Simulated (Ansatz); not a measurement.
**I: strain and displacement**

```yaml
crystal:
  lattice:
    - [0.00000, 2.60059, 2.60059]
    - [2.60059, 0.00000, 2.60059]
    - [2.60059, 2.60059, 0.00000]
  atoms:
    - { symbol: I, position: [0.00000, 0.00000, 0.00000] }
```

The conventional cell has a = 5.201 Å, b = 5.201 Å, c = 5.201 Å, α = 90.00°, β = 90.00°, γ = 90.00°. I (atom 1) has 12 I at 3.68 Å as nearest neighbours.

The structure comes from a relaxation in the same program, started in the fcc type, and has space group Fm-3m. Whether it is a known phase or the ground state wasn't checked.

Spin–orbit coupling is left out, though it moves levels of the heavy atoms by tenths of an eV or more.

Level of theory: DFT, PBE, all-electron LAPW, scalar-relativistic in Ansatz 0.2.0.

The runs use a Γ-centred 14×14×14 k mesh, Fermi–Dirac smearing of 0.08 eV, basis error target 1 meV/atom, no spin polarisation.

The unchanged cell is at 0.03 GPa, so energy changes include a term −P ΔV where the volume moves.

In a metal, stresses and small energies carry noise from the k mesh.

x, y and z are the Cartesian axes of the cell as listed; fractional coordinates follow a strain, and an engineering shear is twice the off-diagonal strain component.

Question: With this change (x and y strained by +2 %, z held), what becomes of the energy and stress?

Answer: Energy change +3 meV/atom; stress change (xx, yy, zz, yz, xz, xy) -0.67, -0.67, -1.10, 0.00, 0.00, 0.00 GPa, compression positive.

Question: With this change (z strained by -2 % at fixed volume), what becomes of the energy and stress?

Answer: Energy change -2 meV/atom; stress change (xx, yy, zz, yz, xz, xy) 0.21, 0.21, -0.42, 0.00, 0.00, 0.00 GPa, compression positive.
